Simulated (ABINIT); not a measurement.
# Al (Fm-3m) in ABINIT: notebook, part 2 of 2

ABINIT 10.8.3 (patched build). Earlier steps stand in the parts before.

## Step 4: Band structure, LDA-PZ

Contents of run.abi:

```
ndtset 2

pp_dirpath "./"
pseudos "Al.LDA_PW-JTH.xml"

acell 5.4112434042 5.4112434042 5.4112434042
rprim
     0.0000000000     0.7071067812     0.7071067812
     0.7071067812     0.0000000000     0.7071067812
     0.7071067812     0.7071067812     0.0000000000
ntypat 1
znucl 13
natom 1
typat 1
xred
     0.0000000000     0.0000000000     0.0000000000

ecut 544.227725 eV
pawecutdg 40.0

ixc 2

occopt 3
tsmear 0.00183747

nstep 100

iomode 3
prtwf 0
prteig 0
prtebands 0
prtden1 1

kptopt1 1
ngkpt1 11 11 11
nshiftk1 1
shiftk1 0.0 0.0 0.0
nband1 6
tolvrs1 1.0e-9

iscf2 -2
getden2 1
nband2 10
nbdbuf2 2
tolwfr2 1.0e-12
kptopt2 -9
ndivsm2 6
prteig2 1
prtvol2 -3
kptbounds2
     0.0000000000     0.0000000000     0.0000000000
     0.5000000000     0.0000000000     0.5000000000
     0.5000000000     0.2500000000     0.7500000000
     0.3750000000     0.3750000000     0.7500000000
     0.0000000000     0.0000000000     0.0000000000
     0.5000000000     0.5000000000     0.5000000000
     0.6250000000     0.2500000000     0.6250000000
     0.5000000000     0.2500000000     0.7500000000
     0.5000000000     0.5000000000     0.5000000000
     0.3750000000     0.3750000000     0.7500000000
```

Potentials or basis: JTH PAW LDA v2.0.

Launch:

```sh
$ abinit run.abi > log 2>&1
```

run.abo:

```text
.Version 10.8.3 of ABINIT
 DATASET    1 : space group Fm -3 m (#225); Bravais cF (face-center cubic)
================================================================================
 Values of the parameters that define the memory need for DATASET  1.
     intxc =       0    ionmov =       0      iscf =      17    lmnmax =       8
     lnmax =       4     mgfft =      24  mpssoang =       2    mqgrid =    3001
     natom =       1  nloc_mem =       2    nspden =       1   nspinor =       1
    nsppol =       1      nsym =      48    n1xccc =       1    ntypat =       1
    occopt =       3   xclevel =       1
       mpw =         495          nfft =       13824          nkpt =          56
 PAW method is used; the additional fine FFT grid is defined by:
   mgfftf=        32    nfftf =     32768
================================================================================
================================================================================

 DATASET    2 : space group Fm -3 m (#225); Bravais cF (face-center cubic)
================================================================================
 Values of the parameters that define the memory need for DATASET  2.
     intxc =       0    ionmov =       0      iscf =      -2    lmnmax =       8
     lnmax =       4     mgfft =      24  mpssoang =       2    mqgrid =    3001
     natom =       1  nloc_mem =       2    nspden =       1   nspinor =       1
    nsppol =       1      nsym =      48    n1xccc =       1    ntypat =       1
    occopt =       3   xclevel =       1
       mpw =         513          nfft =       13824          nkpt =         103
 PAW method is used; the additional fine FFT grid is defined by:
   mgfftf=        32    nfftf =     32768
[... 855 lines left out ...]
   0.97409    1.03115
 kpt#   4, nband= 10, wtk=  1.00000, kpt=  0.0882  0.0000  0.0882 (reduced coord)
  -0.07384    0.71393    0.71393    0.72879    0.80661    0.91317    0.91317    0.92440
   1.00700    1.03643
 kpt#   5, nband= 10, wtk=  1.00000, kpt=  0.1176  0.0000  0.1176 (reduced coord)
  -0.06585    0.68828    0.68828    0.70229    0.79189    0.87035    0.94957    0.94957
   1.04372    1.04948
 kpt#   6, nband= 10, wtk=  1.00000, kpt=  0.1471  0.0000  0.1471 (reduced coord)
  -0.05559    0.66428    0.66428    0.67641    0.77519    0.81537    0.98685    0.98685
[... 278 lines left out ...]
   0.19738    0.20416    0.45482    0.60519    0.67243    0.94562    1.01029    1.07452
   1.15911    1.18090
 kpt# 100, nband= 10, wtk=  1.00000, kpt=  0.4125  0.4125  0.6750 (reduced coord)
   0.21216    0.21931    0.40946    0.59070    0.65669    0.98712    0.99133    1.08897
   1.14729    1.23906
 kpt# 101, nband= 10, wtk=  1.00000, kpt=  0.4000  0.4000  0.7000 (reduced coord)
   0.22894    0.23628    0.36676    0.57833    0.64290    0.95907    1.03009    1.11521
   1.13686    1.28674
 kpt# 102, nband= 10, wtk=  1.00000, kpt=  0.3875  0.3875  0.7250 (reduced coord)
   0.24663    0.25437    0.32860    0.56808    0.63118    0.92488    1.07372    1.12845
   1.14051    1.31980
 kpt# 103, nband= 10, wtk=  1.00000, kpt=  0.3750  0.3750  0.7500 (reduced coord)
   0.25441    0.27376    0.30559    0.55995    0.62160    0.89120    1.11029    1.12929
   1.16112    1.34337

== END DATASET(S) ==============================================================
================================================================================

 -outvars: echo values of variables after computation  --------
            acell      5.4112434042E+00  5.4112434042E+00  5.4112434042E+00 Bohr
           etotal1    -2.1315323742E+00
            fcart1    -0.0000000000E+00 -0.0000000000E+00 -0.0000000000E+00
            rprim      0.0000000000E+00  7.0710678120E-01  7.0710678120E-01
                       7.0710678120E-01  0.0000000000E+00  7.0710678120E-01
                       7.0710678120E-01  7.0710678120E-01  0.0000000000E+00
           strten1     1.2727291317E-04  1.2727291317E-04  1.2727291317E-04
                       0.0000000000E+00  0.0000000000E+00  0.0000000000E+00
 Calculation completed.
```

Run time: 14 s. Hardware: 1 thread of Arm Neoverse N1, shared host; peak memory 0.11 GiB.

Results:

```
Free energy                                           : -58.0020 eV
Pressure                                              : -3.7 GPa
Band gap on the k mesh                                : none (metal or under the smearing width)
Valence electrons inside the program's atomic spheres : Al 0.75 (radii [1.0074] Å)
```

Levels at the corners of the path, in eV from the Fermi level:
```
point  band 1  band 2  band 3  band 4  band 5
    Γ  -11.08   12.53   12.53   12.53   13.77
    X   -2.90   -1.63    5.30    5.49    5.49
    W   -0.83   -0.83    0.21    0.93   15.68
    K   -1.87   -1.34   -0.47    6.45    8.13
    Γ  -11.08   12.53   12.53   12.53   13.77
    L   -4.54   -4.41   11.14   11.14   11.41
    U   -1.87   -1.34   -0.47    6.45    8.13
    W   -0.83   -0.83    0.21    0.93   15.68
    L   -4.54   -4.41   11.14   11.14   11.41
    K   -1.87   -1.34   -0.47    6.45    8.13
```

## Step 5: Equation of state, BP86+D3(BJ)

Contents of run.abi:

```
# Datasets: one volume each
ndtset 7
getwfk -1
scalecart1 3*0.9795861087
scalecart2 3*0.9864848297
scalecart3 3*0.9932883884
scalecart4 3*1.0000000000
scalecart5 3*1.0066227096
scalecart6 3*1.0131594038
scalecart7 3*1.0196128224

# Pseudopotentials
pp_dirpath "./"
pseudos "Al.GGA_PBE-JTH.xml"

# Structure
acell 5.4112434042 5.4112434042 5.4112434042
rprim
     0.0000000000     0.7071067812     0.7071067812
     0.7071067812     0.0000000000     0.7071067812
     0.7071067812     0.7071067812     0.0000000000
ntypat 1
znucl 13
natom 1
typat 1
xred
     0.0000000000     0.0000000000     0.0000000000

# Plane-wave basis
ecut 20.0
pawecutdg 40.0

# k points
kptopt 1
ngkpt 11 11 11
nshiftk 1
shiftk 0.0 0.0 0.0

# Exchange and correlation
ixc -106132
vdw_xc 7

# Bands and occupations
nband 6
occopt 3
tsmear 0.00183747

# SCF cycle
nstep 100
tolvrs 1.0e-9

# Output
iomode 3
prtwf 1
prtden 0
prteig 0
prtebands 0
```

Potentials or basis: JTH PAW PBE v2.0.

Launch:

```sh
$ abinit run.abi > log 2>&1
```

Run time: 38 s. Hardware: 1 thread of Arm Neoverse N1, shared host; peak memory 0.12 GiB.

Results (log left out):

```yaml
Equilibrium_volume: "15.07 Å³/atom (rough: see the caveat)"
Bulk_modulus: 96 GPa (rough)
```

Energy against volume, from the lowest point:
```
volume (Å³/atom)  energy (meV/atom)
          15.607               0.00
          15.939               8.13
          16.271              19.40
          16.603              33.47
          16.935              49.99
          17.267              68.68
          17.599              89.24
```

Caveat: pressures at fixed basis lie under the slope of the energies; the minimum lies outside the volumes run; the PAW data sets were made with another functional, which shifts forces and pressure a little.

## Step 6: The runs side by side

```tsv
task	level	potentials or basis	fine-grid cutoff	gap on the mesh (eV)	pressure (GPa)
equation of state	revPBE	PseudoDojo NC SR PBE v0.4.1 standard	-	-	-
band structure	HCTH407	JTH PAW PBE v2.0	1088.46 eV	none	-10.7
band structure	LDA-PZ	JTH PAW LDA v2.0	1088.46 eV	none	-3.7
equation of state	BP86+D3(BJ)	JTH PAW PBE v2.0	1088.46 eV	-	-
```

Alike in all rows: no spin polarisation; cell as given; k mesh 11 × 11 × 11; cutoff (eV) 544; smearing fermi-dirac 0.05 eV.

Caveats: pressures at fixed basis lie under the slope of the energies (some runs); the PAW data sets were made with another functional, which shifts forces and pressure a little (some runs); the potentials were made for another functional, which shifts forces and pressure (some runs); the minimum lies outside the volumes run (some runs).

Absolute energies hang on the potentials; compare differences alone.

## Step 7: Against experiment

Step 2. Measured bulk modulus of Al: 76.9 GPa (quoted in “The interpretation of polycrystalline coherent inelastic neutron scattering from aluminium”, 2013, pmc:3831299). This calculation gives 79 GPa (+3.1 %). The fit is for a static lattice scaled at fixed shape and fixed fractional positions.
